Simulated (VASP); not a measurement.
# TePb (Immm) in VASP: settings compared

One crystal, TePb, is run at these levels: PBE, r2SCAN; tasks: single point.

All numbers are computed with VASP 6.6.1; they aren't measurements. Logs are shortened: lines on timing, memory, paths and dates and some standing lists are left out, and cuts for length are marked.

## 1. The cell of the first run

It takes space group Immm (No. 71, orthorhombic). Conventional cell: a = 4.504 Å, b = 4.739 Å, c = 6.536 Å, α = 90.00°, β = 90.00°, γ = 90.00°. Around Pb (site symmetry mmm) lie 6 Te at 3.27 Å. Around Te (site symmetry mmm) lie 6 Pb at 3.27 Å.

The cell was built by a generator and needn't be a form met in nature.

## 2. Single point, PBE (shear_xy strain +5.1%)

INCAR

```
SYSTEM = TePb
  ALGO = Normal
  EDIFF = 1E-7
  ENCUT = 520
  GGA = PE
  ISIF = 2
  ISMEAR = -1
  LASPH = .TRUE.
  LCHARG = .TRUE.
  LELF = .TRUE.
  LREAL = .FALSE.
  LVHAR = .TRUE.
  LWAVE = .FALSE.
  NBANDS = 17
  NELM = 100
  PREC = Accurate
  SIGMA = 0.02
```

KPOINTS

```
k-points
0
G
  8 8 8
  0 0 0
```

POSCAR

```
TePb
1.0
    0.0828396642      3.2678368520      3.2678368520
    3.2678368520      0.0828396642      3.2678368520
    3.3506765162      3.3506765162      0.0000000000
Pb Te
1 1
Direct
    0.0000000000      0.0000000000      0.0000000000
    0.5000000000      0.5000000000      0.5000000000
```

Potentials or basis: VASP PAW PBE potentials, release 64 (Pb_d, Te).

Run with:

```
$ cat potpaw_PBE.64/Pb_d/POTCAR potpaw_PBE.64/Te/POTCAR > POTCAR
$ mpirun -np 1 vasp_std > vasp.out
```

OUTCAR:

```text
SYSTEM = TePb
   EDIFF = 1E-7
   ENCUT = 520
   GGA = PE
   ISIF = 2
   ISMEAR = -1
   LASPH = .TRUE.
   LREAL = .FALSE.
   NELM = 100
   PREC = Accurate

 ion  position               nearest neighbor table
   1  0.000  0.000  0.000-   2 3.27   2 3.27   2 3.27   2 3.27   2 3.27   2 3.27
   2  0.500  0.500  0.500-   1 3.27   1 3.27   1 3.27   1 3.27   1 3.27   1 3.27

  LATTYP: Found a body centered orthorhombic cell.
 ALAT       =     4.5042662191
 B/A-ratio  =     1.0520186734
 C/A-ratio  =     1.4509963191

  Lattice vectors:

 A1 = (   3.2678368520,   0.0828396642,  -3.2678368520)
 A2 = (  -3.2678368520,  -0.0828396642,  -3.2678368520)
 A3 = (   0.0828396642,   3.2678368520,   3.2678368520)

Analysis of symmetry for initial positions (statically):
=====================================================================
 Subroutine PRICEL returns:
 Original cell was already a primitive cell.

 Routine SETGRP: Setting up the symmetry group for a
 body centered orthorhombic supercell.

 Subroutine GETGRP returns: Found  8 space group operations
 (whereof  8 operations were pure point group operations)
 out of a pool of  8 trial point group operations.

The static configuration has the point symmetry D_2h.

Analysis of symmetry for dynamics (positions and initial velocities):
=====================================================================
 Subroutine PRICEL returns:
 Original cell was already a primitive cell.

 Routine SETGRP: Setting up the symmetry group for a
 body centered orthorhombic supercell.

 Subroutine GETGRP returns: Found  8 space group operations
 (whereof  8 operations were pure point group operations)
 out of a pool of  8 trial point group operations.

The dynamic configuration has the point symmetry D_2h.

 Subroutine INISYM returns: Found  8 space group operations
 (whereof  8 operations are pure point group operations),
 and found     1 'primitive' translations

----------------------------------------------------------------------------------------

                                     Primitive cell

  volume of cell :      69.7480

  direct lattice vectors                    reciprocal lattice vectors
     0.082839664  3.267836852  3.267836852    -0.156986010  0.156986010  0.153006415
     3.267836852  0.082839664  3.267836852     0.156986010 -0.156986010  0.153006415
     3.350676516  3.350676516  0.000000000     0.149223596  0.149223596 -0.153006415

  length of vectors
     4.622161593  4.622161593  4.738572172     0.269629704  0.269629704  0.260665161

  position of ions in fractional coordinates (direct lattice)
     0.000000000  0.000000000  0.000000000
     0.500000000  0.500000000  0.500000000

  ion indices of the primitive-cell ions
   primitive index   ion index
                 1           1
                 2           2

----------------------------------------------------------------------------------------

 KPOINTS: k-points

Automatic generation of k-mesh.
 Grid dimensions read from file:
 generate k-points for:    8    8    8

 Generating k-lattice:

  Cartesian coordinates                     Fractional coordinates (reciprocal lattice)
    -0.019623251  0.019623251  0.019125802     0.125000000  0.000000000  0.000000000
     0.019623251 -0.019623251  0.019125802     0.000000000  0.125000000  0.000000000
     0.018652950  0.018652950 -0.019125802     0.000000000  0.000000000  0.125000000

  Length of vectors
     0.033703713  0.033703713  0.032583145

  Shift w.r.t. Gamma in fractional coordinates (k-lattice)
     0.000000000  0.000000000  0.000000000

 Subroutine IBZKPT returns following result:
 ===========================================

 Found     95 irreducible k-points:

 Following reciprocal coordinates:
            Coordinates               Weight
  0.000000  0.000000  0.000000      1.000000
  0.125000  0.000000  0.000000      4.000000
  0.250000  0.000000  0.000000      4.000000
  0.375000  0.000000  0.000000      4.000000
  0.500000  0.000000  0.000000      2.000000
  0.125000  0.125000  0.000000      2.000000
[... 16 lines left out ...]
  0.125000 -0.000000  0.125000      4.000000
  0.250000 -0.000000  0.125000      8.000000
 [... further k-points ...]
   k-points           NKPTS =     95   k-points in BZ     NKDIM =     95   number of bands    NBANDS=     17
   number of dos      NEDOS =    301   number of ions     NIONS =      2
   total plane-waves  NPLWV =  46656
   dimension x,y,z NGX =    36 NGY =   36 NGZ =   36
   dimension x,y,z NGXF=    72 NGYF=   72 NGZF=   72
   ions per type =               1   1
   NGX,Y,Z   is equivalent  to a cutoff of  12.95, 12.95, 12.63 a.u.
   NGXF,Y,Z  is equivalent  to a cutoff of  25.90, 25.90, 25.26 a.u.
 SYSTEM =  TePb
   PREC   = accura    normal or accurate (medium, high low for compatibility)
   ISTART =      0    job   : 0-new  1-cont  2-samecut
   ICHARG =      2    charge: 1-file 2-atom 10-const
   ISPIN  =      1    spin polarized calculation?
   LNONCOLLINEAR =      F non collinear calculations
   LSORBIT =      F    spin-orbit coupling
   LASPH  =      T    aspherical Exc in radial PAW
   ENCUT  =  520.0 eV  38.22 Ry    6.18 a.u.   8.59  8.59  8.81*2*pi/ulx,y,z
   NELM   =    100;   NELMIN=  2; NELMDL= -5     # of ELM steps
   EDIFF  = 0.1E-06   stopping-criterion for ELM
   LREAL  =      F    real-space projection
   EDIFFG = 0.1E-05   stopping-criterion for IOM
   NSW    =      0    number of steps for IOM
   IBRION =     -1    ionic relax: 0-MD 1-quasi-New 2-CG
   NFREE  =      0    steps in history (QN), initial steepest desc. (CG)
   ISIF   =      2    stress and relaxation
   ISYM   =      2    0-nonsym 1-usesym 2-fastsym
   POTIM  = 0.5000    time-step for ionic-motion
   TEBEG  =    0.0;   TEEND  =   0.0 temperature during run
   PSTRESS=    0.0 pullay stress
   NELECT =      20.0000    total number of electrons
   NUPDOWN=      -1.0000    fix difference up-down
   EMIN   =  10.00;   EMAX   =-10.00  energy-range for DOS
   EFERMI =   0.00;   METHOD = LEGACY
   ISMEAR =    -1;   SIGMA  =   0.02  broadening in eV -4-tet -1-fermi 0-gaus
   EFERMI_NEDOS =   21; number of points for ismear=-14 and -15
   IALGO  =     38    algorithm
   IMIX   =      4    mixing-type and parameters
     AMIX     =   0.40;   BMIX     =  1.00
     AMIX_MAG =   1.60;   BMIX_MAG =  1.00
  volume/ion in A,a.u.               =      34.87       235.34
  Fermi-wavevector in a.u.,A,eV,Ry     =   1.079545  2.040045 15.856474  1.165418
  Thomas-Fermi vector in A             =   2.215513
   LORBIT       =      0    0 simple, 1 ext, 2 COOP (PROOUT), +10 PAW based schemes
   GGA     = PE    functional components
   LHFCALC =     F    Hartree Fock is set to
   AEXX    =    0.0000 exact exchange contribution
   IVDW    =     0    specifies the selected vdW correction
   LEPSILON=     F    determine dielectric tensor
   LRPA    =     F    only Hartree local field effects (RPA)
 non-spin polarized calculation
  energy-cutoff  :      520.00
  volume of cell :       69.75
 maximum number of plane-waves:      1896
 NGX is ok and might be reduce to    36
   NGX = 17   NGY = 17   NGZ = 17

 number of electron      19.9999999 magnetization

 Free energy of the ion-electron system (eV)
  ---------------------------------------------------
  ext. energy  EPLUGINS =         0.00000000
  ---------------------------------------------------
  free energy    TOTEN  =        -7.51282782 eV

  energy without entropy =       -7.51282782  energy(sigma->0) =       -7.51282782

 E-fermi :   5.5753     XC(G=0):  -9.1518

 val. band max:        5.3022025434   @ k =   0.0000   0.0000   0.5000
 cond. band min:       5.8481828751   @ k =   0.5000   0.0000   0.0000
 fundamental gap:      0.5459803317
 Fermi energy:         5.5753195551

 k-point     1 :       0.0000    0.0000    0.0000
  band No.  band energies     occupation
      1     -11.4786      2.00000
      2     -11.4740      2.00000
      3     -11.4694      2.00000
      4     -11.4651      2.00000
      5     -11.4640      2.00000
      6      -6.5425      2.00000
[... 9 lines left out ...]
     16      11.3771      0.00000
     17      12.6787      0.00000

 k-point     2 :       0.1250    0.0000    0.0000
  band No.  band energies     occupation
      1     -11.4776      2.00000
      2     -11.4759      2.00000
      3     -11.4688      2.00000
      4     -11.4644      2.00000
      5     -11.4631      2.00000
      6      -6.4113      2.00000
[... 9 lines left out ...]
     16      11.4916      0.00000
     17      13.6276      0.00000

 k-point     3 :       0.2500    0.0000    0.0000
  band No.  band energies     occupation
      1     -11.4812      2.00000
      2     -11.4786      2.00000
      3     -11.4676      2.00000
      4     -11.4616      2.00000
      5     -11.4576      2.00000
      6      -6.0351      2.00000
[... 9 lines left out ...]
     16      12.3492      0.00000
     17      15.4594      0.00000

 k-point     4 :       0.3750    0.0000    0.0000
  band No.  band energies     occupation
      1     -11.4866      2.00000
      2     -11.4820      2.00000
      3     -11.4675      2.00000
      4     -11.4555      2.00000
      5     -11.4517      2.00000
      6      -5.4997      2.00000
[... 9 lines left out ...]
     16      13.6598      0.00000
     17      15.8529      0.00000

 k-point     5 :       0.5000    0.0000    0.0000
  band No.  band energies     occupation
      1     -11.4889      2.00000
      2     -11.4837      2.00000
      3     -11.4675      2.00000
      4     -11.4527      2.00000
      5     -11.4493      2.00000
      6      -5.1584      2.00000
[... 9 lines left out ...]
     16      14.2747      0.00000
     17      15.1217      0.00000

 k-point     6 :       0.1250    0.1250    0.0000
  band No.  band energies     occupation
      1     -11.4825      2.00000
      2     -11.4726      2.00000
      3     -11.4665      2.00000
      4     -11.4665      2.00000
      5     -11.4618      2.00000
      6      -6.3729      2.00000
[... 9 lines left out ...]
     16      12.1350      0.00000
     17      13.0235      0.00000

 k-point     7 :       0.2500    0.1250    0.0000
  band No.  band energies     occupation
      1     -11.4861      2.00000
      2     -11.4743      2.00000
      3     -11.4680      2.00000
      4     -11.4634      2.00000
      5     -11.4567      2.00000
      6      -6.0842      2.00000
[... 9 lines left out ...]
     16      12.6166      0.00000
     17      14.1426      0.00000

 k-point     8 :       0.3750    0.1250    0.0000
  band No.  band energies     occupation
      1     -11.4889      2.00000
      2     -11.4798      2.00000
      3     -11.4668      2.00000
      4     -11.4598      2.00000
      5     -11.4507      2.00000
      6      -5.6016      2.00000
[... 9 lines left out ...]
     16      13.6004      0.00000
     17      15.4606      0.00000
[... 203 lines left out ...]
      1     -11.5191      2.00000
      2     -11.4737      2.00000
      3     -11.4676      2.00000
      4     -11.4511      2.00000
      5     -11.4427      2.00000
      6      -5.0182      2.00000
[... 9 lines left out ...]
     16      15.4427      0.00000
     17      15.8233      0.00000

 k-point    20 :      -0.3750    0.3750    0.0000
  band No.  band energies     occupation
      1     -11.5109      2.00000
      2     -11.4739      2.00000
      3     -11.4675      2.00000
      4     -11.4550      2.00000
      5     -11.4444      2.00000
      6      -4.8728      2.00000
[... 9 lines left out ...]
     16      14.1913      0.00000
     17      16.1895      0.00000

 k-point    21 :       0.5000    0.5000    0.0000
  band No.  band energies     occupation
      1     -11.5258      2.00000
      2     -11.4765      2.00000
      3     -11.4644      2.00000
      4     -11.4485      2.00000
      5     -11.4411      2.00000
      6      -4.9799      2.00000
[... 9 lines left out ...]
     16      15.9325      0.00000
     17      16.1872      0.00000

 k-point    22 :       0.0000    0.0000    0.1250
  band No.  band energies     occupation
      1     -11.4803      2.00000
      2     -11.4753      2.00000
      3     -11.4675      2.00000
      4     -11.4646      2.00000
      5     -11.4624      2.00000
      6      -6.4183      2.00000
[... 9 lines left out ...]
     16      11.6541      0.00000
     17      13.5633      0.00000

 k-point    23 :       0.1250   -0.0000    0.1250
  band No.  band energies     occupation
      1     -11.4802      2.00000
      2     -11.4749      2.00000
      3     -11.4696      2.00000
      4     -11.4631      2.00000
      5     -11.4620      2.00000
      6      -6.3725      2.00000
[... 9 lines left out ...]
     16      11.8727      0.00000
     17      13.0261      0.00000

 k-point    24 :       0.2500   -0.0000    0.1250
  band No.  band energies     occupation
      1     -11.4858      2.00000
      2     -11.4737      2.00000
      3     -11.4698      2.00000
      4     -11.4601      2.00000
      5     -11.4586      2.00000
      6      -6.0773      2.00000
[... 9 lines left out ...]
     16      12.8139      0.00000
     17      14.1571      0.00000

 [... further k-points ...]
[... 5 lines left out ...]
  --------------------------------------------------------------------------------------
  -------------------------------------------------------------------------------------
  Total        0.2632260      0.2632260      0.2430852     -0.3129975      0.0000000      0.0000000
  in kB        6.0465481      6.0465481      5.5838951     -7.1898446      0.0000000      0.0000000
  external PRESSURE =       5.8923304 kB  Pullay stress =       0.0000000 kB

 VOLUME and BASIS-vectors are now :
 -----------------------------------------------------------------------------
  energy-cutoff  :      520.00
  volume of cell :       69.75
      direct lattice vectors                 reciprocal lattice vectors
     0.082839664  3.267836852  3.267836852    -0.156986010  0.156986010  0.153006415
     3.267836852  0.082839664  3.267836852     0.156986010 -0.156986010  0.153006415
     3.350676516  3.350676516  0.000000000     0.149223596  0.149223596 -0.153006415

 POSITION                                       TOTAL-FORCE (eV/Angst)
 -----------------------------------------------------------------------------------
      0.00000      0.00000      0.00000         0.000000     -0.000000      0.000000
      3.35068      3.35068      3.26784        -0.000000      0.000000     -0.000000
 -----------------------------------------------------------------------------------
    total drift:                               -0.000000      0.000000      0.000000

  FREE ENERGIE OF THE ION-ELECTRON SYSTEM (eV)
  ---------------------------------------------------
  free  energy   TOTEN  =        -7.5128278242 eV

  energy  without entropy=       -7.5128278188  energy(sigma->0) =       -7.51282782
```

It took 77 s on 1 thread of AMD EPYC 9R14 (Zen 4), shared host; peak memory 0.25 GiB.

What came out:

```yaml
Free_energy: -7.5128 eV
Pressure: 0.6 GPa
Band_gap_on_the_k_mesh: 0.55 eV, indirect (least direct gap 0.75 eV)
```

Caveat: spin-orbit coupling is left out, which as a rule narrows the gap of such compounds by several tenths of an eV.

## 3. Single point, r2SCAN (uniaxial_x strain +2.4%)

POSCAR

```
TePb
1.0
    0.0000000000      3.2678368520      3.2678368520
    3.3469185038      0.0000000000      3.2678368520
    3.3469185038      3.2678368520      0.0000000000
Pb Te
1 1
Direct
    0.0000000000      0.0000000000      0.0000000000
    0.5000000000      0.5000000000      0.5000000000
```

INCAR.step1

```
  PREC = Accurate
  ENCUT = 520
  ISMEAR = 0
  SIGMA = 0.01
  LREAL = F
  LASPH = T
  NELM = 100
  NBANDS = 17
  GGA = PE
  ALGO = Normal
  EDIFF = 1E-4
  LWAVE = T
  LCHARG = F
```

INCAR.step2

```
  PREC = Accurate
  ENCUT = 520
  EDIFF = 1E-6
  ISMEAR = 0
  SIGMA = 0.01
  LREAL = F
  LASPH = T
  NELM = 100
  ALGO = Normal
  ISIF = 2
  LWAVE = F
  LCHARG = F
  METAGGA = R2SCAN
  LMIXTAU = T
  NBANDS = 17
  ISTART = 1
```

KPOINTS

```
Automatic mesh
0
Gamma
  8 8 8
```

Potentials or basis: VASP PAW PBE potentials, release 64 (Pb_d, Te).

Run with:

```
$ cat potpaw_PBE.64/Pb_d/POTCAR potpaw_PBE.64/Te/POTCAR > POTCAR
$ cp INCAR.step1 INCAR
$ mpirun -np 1 vasp_std > vasp.out
$ cp INCAR.step2 INCAR
$ mpirun -np 1 vasp_std > vasp.out
```

Wall time 3.4 min (1 thread of AMD EPYC 9R14 (Zen 4), shared host); peak memory 0.23 GiB.

Results (log left out):

- Free energy: -82.6932 eV
- Pressure: -0.9 GPa
- Band gap on the k mesh: 1.11 eV, direct

Stress tensor (GPa, compression positive):
```
-2.38  0.00  0.00
 0.00 -0.18  0.00
 0.00  0.00 -0.18
```

Levels at points of the mesh, in eV from the valence-band top:
| k point | band 8 | band 9 | band 10 | band 11 | band 12 | band 13 |
| --- | --- | --- | --- | --- | --- | --- |
| (0.00, 0.00, 0.00) | -1.35 | -1.35 | -1.11 | 3.93 | 4.46 | 4.46 |
| (0.50, 0.00, 0.00) | -0.87 | -0.80 | 0.00 | 1.11 | 1.53 | 1.60 |
| (0.50, 0.50, 0.00) | -4.25 | -2.77 | -2.52 | 3.81 | 5.29 | 5.87 |
| (0.00, 0.50, 0.50) | -4.19 | -2.60 | -2.60 | 3.88 | 5.68 | 5.68 |

Caveat: the PAW data sets were made with another functional, which shifts forces and pressure a little; spin-orbit coupling is left out, which as a rule narrows the gap of such compounds by several tenths of an eV. A k mesh can miss the band edges.
